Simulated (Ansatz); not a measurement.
# SnO₂: pressure coefficient of the gap from its deformation potential

These are results of DFT r2SCAN, scalar-relativistic, plane waves, PAW (Ansatz 0.2.0), not measurements. Cutoff 500 eV, mesh 6×6×6 in the first runs.

The relaxed cell is P4_2/mnm with a = 4.760 Å, c = 3.201 Å. An equation of state gives B0 = 201.1 GPa at V0 = 12.089 Å³/atom, and gaps on the k mesh of 2.112 eV at 11.721 Å³/atom, 1.770 eV at 12.084 Å³/atom, 1.462 eV at 12.447 Å³/atom.

Task: Predict dE_g/dP at zero pressure, and compare with cells relaxed under pressure.

Result: A parabola in ln V through the three points has the slope a = dE_g/d ln V = -10.81 eV at V0. Since dP = −B d ln V, dE_g/dP = −a/B = 53.8 meV/GPa. Separate runs under pressure gave gaps (over the zone) of 1.605 eV at -2.98 GPa, 1.770 eV at 0.05 GPa, 1.925 eV at 3.00 GPa, a slope of 53.5 meV/GPa at zero. The two routes agree within 0.3 meV/GPa. Compression widens this gap. Pressure coefficients of semilocal functionals are as a rule better than their gaps.